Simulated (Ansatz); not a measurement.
A trace of molecular dynamics of a periodic cell of 16 atoms, Al (surface Al(110)).

Level of theory: DFT PBE, scalar-relativistic, plane waves, PAW in Ansatz. Settings: PAW set soft_1, cutoff 420 eV, k mesh 2x2x1, fermi-dirac smearing 0.15 eV, no spin polarisation.

```
ensemble                      : NVE (velocity Verlet)
starting velocities drawn for : 1000 K
atoms held                    : 1 to 4
seed                          : 974948
```

```tsv
time (fs)	T (K)	potential energy less start (eV)	conserved less start (meV/atom)
0	1000	0.000	0.00
16	757	0.361	-1.01
32	605	0.602	-0.61
48	745	0.374	-1.33
64	715	0.425	-1.04
80	554	0.691	-0.03
96	456	0.842	-0.09
112	492	0.752	-2.26
128	581	0.630	-1.29
144	588	0.599	-2.51
160	527	0.691	-2.69
176	576	0.607	-3.15
192	851	0.180	-3.16
208	780	0.286	-3.44
224	513	0.697	-3.66
240	484	0.741	-3.69
256	638	0.497	-4.06
272	622	0.518	-4.28
288	535	0.649	-4.51
304	637	0.492	-4.44
320	722	0.385	-2.81
336	530	0.688	-2.55
352	367	0.896	-5.37
368	591	0.572	-3.91
384	779	0.257	-5.40
400	689	0.390	-5.81
```

Is this trajectory sound?

The conserved energy wandered by up to 5.8 meV per atom (net -5.8 meV per atom), which is poor conservation. A run of 0.4 ps of so small a system gives no equilibrium averages. The SCF threshold is loose, so the forces are noisy. Limits of this set-up: coarse k mesh, thin slab, slab without dipole correction. The time step was 2 fs.

The run took 9.6 min on 1 thread of Arm Neoverse V2, on a shared host, peak memory 0.69 GiB.
